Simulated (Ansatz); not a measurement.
Computed with Ansatz, DFT PBE, scalar-relativistic, plane waves, PAW. All cells share a 420 eV cutoff and Γ-centred k meshes spaced about 0.3 Å⁻¹ or finer (0.25 for metals, 2π included). No spin polarisation.

All energies are static (0 K, no zero-point motion).

Two relaxed structures of Al₇N:

A. Space group R3m (No. 160), trigonal, a = 2.976 Å, c = 48.726 Å. Around Al on its first site lie 12 Al at 2.84–2.98 Å; around Al on its second site lie 12 Al at 2.79–2.98 Å; around Al on its third site lie 1 N at 1.90 Å and 3 Al at 2.79 Å; around Al on its fourth site lie 3 N at 1.87 Å and 9 Al at 2.95–2.98 Å; N has 4 Al at 1.87–1.90 Å; 3 more sites not described.

B. Space group R-3m (No. 166), trigonal, a = 2.896 Å, c = 48.310 Å. Al on a site of symmetry 3m has 12 Al at 2.82–2.90 Å; around Al on a second site of symmetry 3m lie 12 Al at 2.82–2.90 Å; Al on a third site of symmetry 3m is surrounded by 3 N at 2.07 Å and 12 Al at 2.82–2.94 Å; Al on a site of symmetry -3m has 12 Al at 2.85–2.90 Å; around N lie 6 Al at 2.07 Å.

**Question.** Which is lower in energy, and by how much?

**Answer.** A is lower, by 56 meV/atom. A has space group R3m (No. 160), 15.6 Å³/atom and no gap on its mesh; B has space group R-3m (No. 166), 14.6 Å³/atom and no gap. Counting Al atoms around N (those within 1.25 times the shortest such distance or 1.15 times the sum of covalent radii), A has N 4 and B has N 6. The lower one is the more open, so pressure narrows the difference. Both come from trial cells of a structure search.

Trial moments fell under 0.15 μB along the way in R3m and R-3m; another start might hold them. With atoms moved at random, A came back. B had no clear such test and can be a saddle point.
